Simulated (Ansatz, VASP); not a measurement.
One calculation of Sn, two programs

```
Sn
1.0
    -2.05589    2.05589    1.68261
     2.05589   -2.05589    1.68261
     2.05589    2.05589   -1.68261
Sn
1
Direct
  0.00000 0.00000 0.00000
```

Change from the starting cell: volume scaled by 1.04.

Alike in both runs: task single point; functional LDA; k mesh 10 × 10 × 10; occupations fermi-dirac, width 0.05 eV; no spin polarisation.

|  | VASP | Ansatz |
| --- | --- | --- |
| version | VASP 6.6.1 | Ansatz 0.2.0 |
| potentials or method | VASP PAW LDA potentials, release 64 (Sn_d), cutoff 520 eV | all-electron LAPW, scalar-relativistic |

```tsv
	VASP	Ansatz	Ansatz less VASP
gap on the k mesh at the Fermi level (eV)	none	none	-
pressure (GPa)	-4.7	-4.7	+0.05
largest component of the traceless stress (GPa)	0.11	0.09	-0.020
```

A gap of «none» marks a metal or a gap that the smearing closes. Ansatz ran all-electron here, so the differences hold the error of VASP's frozen core and of both bases.
